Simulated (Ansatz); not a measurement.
CoO, relaxed from a NiAs-type start to space group P-3m1 (read at 0.02 Å)

Level of theory: DFT, PBE+U (U_eff = 3.3 eV on Co 3d), scalar-relativistic, collinear spin; plane waves to 420 eV with PAW datasets (Ansatz 0.2.0), Γ-centred 6×6×4 mesh, 0.05 eV Gaussian smearing. The datasets are Ansatz's generated set soft_2.

```
CELL_PARAMETERS angstrom
2.97164 0.00000 0.00000
-1.48582 2.57352 0.00000
0.00000 0.00000 5.01711
ATOMIC_POSITIONS crystal
Co 0.00000 0.00000 0.00000
Co 0.00000 0.00000 0.50000
O 0.33333 0.66667 0.24547
O 0.66667 0.33333 0.75453
```

The start was a prototype's sites filled with these elements. The Crystallography Open Database lists the compound in space groups I4/mmm, Fm-3m (rock salt), so this is a trial structure.

Starting moments (μB, in the order of the atoms): 1.48, 2.68, 0.0, 0.0.

The open shells were started in several ways at this geometry.

(1) Which starts reach the lowest state found, and how high do the others end?
- carried from the relaxation
- from atoms, symmetry kept, no search for lower states
- from atoms, default search
- from atoms, wider search

Answer:

(1) 
```tsv
start	above the lowest (meV/atom)	gap on the mesh (eV)	P (GPa)	largest spin moment (μB)	natural occupations	electrons by representation
carried from the relaxation	191.1	metal	-0.1	2.44	Co1 up: 0.77 0.77 0.99 0.99 0.99; Co1 down: 0.11 0.11 0.89 0.99 0.99; Co2 up: 0.97 0.97 0.99 0.99 1.00; Co2 down: 0.14 0.14 0.16 0.99 0.99	0.9 in A1g, 2.2 in Eg
from atoms, symmetry kept, no search for lower states	71.9	metal	12.4	2.57	Co1 up: 1.00 1.00 1.00 1.00 1.00; Co1 down: 0.09 0.14 0.14 0.98 0.98; Co2 up: 1.00 1.00 1.00 1.00 1.00; Co2 down: 0.09 0.14 0.14 0.98 0.98	2.2 in Eg
from atoms, default search	15.1	1.23	10.9	2.60	Co1 up: 1.00 1.00 1.00 1.00 1.00; Co1 down: 0.05 0.15 0.16 0.94 0.99; Co2 up: 1.00 1.00 1.00 1.00 1.00; Co2 down: 0.11 0.13 0.13 0.99 0.99	0.9 in A1g, 1.4 in Eg
from atoms, wider search	0.0	1.67	9.1	2.49	Co1 up: 0.08 0.16 0.16 0.99 0.99; Co1 down: 0.98 0.99 0.99 1.00 1.00; Co2 up: 0.99 0.99 0.99 1.00 1.00; Co2 down: 0.08 0.16 0.16 0.99 0.99	2.3 in Eg
```

1 of 4 starts end within 2 meV/atom of the lowest state.

Representations are the program's labels for the first open shell's part-filled spin channel, by the site's point group or the nearest higher one; shares under 0.25 are left out.

Of the lowest state: With a Hubbard U or exact exchange the result depends on the state in which the open shell ends, and a lower one can't be excluded. Site moments are of spin, integrated over atomic spheres.
